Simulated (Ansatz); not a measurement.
# Mo: what relativity and spin–orbit coupling change

```
Mo
1.0
    -1.57100    1.57100    1.57100
     1.57100   -1.57100    1.57100
     1.57100    1.57100   -1.57100
Mo
1
Direct
  0.00000 0.00000 0.00000
```

Conventional cell: a = 3.142 Å, b = 3.142 Å, c = 3.142 Å, α = 90.00°, β = 90.00°, γ = 90.00°. Mo (atom 1) has 8 Mo at 2.72 Å as nearest neighbours.

The cell is COD entry 9011605, as deposited and not checked against the literature; nothing was relaxed. It is an old determination, and later ones may differ.

One fixed cell is solved with PBE by full-potential LAPW in Ansatz 0.2.0 under different relativistic treatments. Pressure is positive in compression.

Sampling and basis: a Γ-centred 16×16×16 k mesh, Fermi–Dirac smearing of 0.05 eV, basis error target 1 meV/atom, no spin polarisation.

```csv
setting,P (GPa),"lowest level at Γ above −25 eV, from the valence-band top or, without a gap, the Fermi level (eV)"
scalar-relativistic,4.64,-7.26
non-relativistic,7.98,-6.38
with spin–orbit coupling,4.74,-7.26
```
